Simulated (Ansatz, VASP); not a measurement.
One calculation of Mo, two programs

```
Mo
1.0
     2.77654    0.00000    0.00000
    -1.38827    2.40456    0.00000
     0.00000    0.00000    2.55518
Mo
1
Direct
  0.00000 0.00000 0.50000
```

Change from the starting cell: strain +0.015 along x and y, +0.000 along z, atoms carried along.

Alike in both runs: task single point; functional PBEsol; k mesh 18 × 18 × 18; occupations gaussian, width 0.15 eV; no spin polarisation.

```csv
,VASP,Ansatz
version,VASP 6.6.1,Ansatz 0.2.0
potentials or method,"VASP PAW PBE potentials, release 64 (Mo_sv)","scalar-relativistic, plane waves, PAW"
plane-wave cutoff (eV),520,420
valence electrons in the cell,14,14
```

|  | VASP | Ansatz | Ansatz less VASP |
| --- | --- | --- | --- |
| gap on the k mesh at the Fermi level (eV) | none | none | - |
| pressure (GPa) | -9.3 | -9.7 | -0.43 |
| largest component of the traceless stress (GPa) | 1.65 | 1.77 | +0.121 |

A gap of «none» marks a metal or a gap that the smearing closes. The functional is the same, so the differences come from potentials, cutoffs and numerics.

Caveats: the PAW data sets were made with another functional, which shifts forces and pressure a little (VASP).
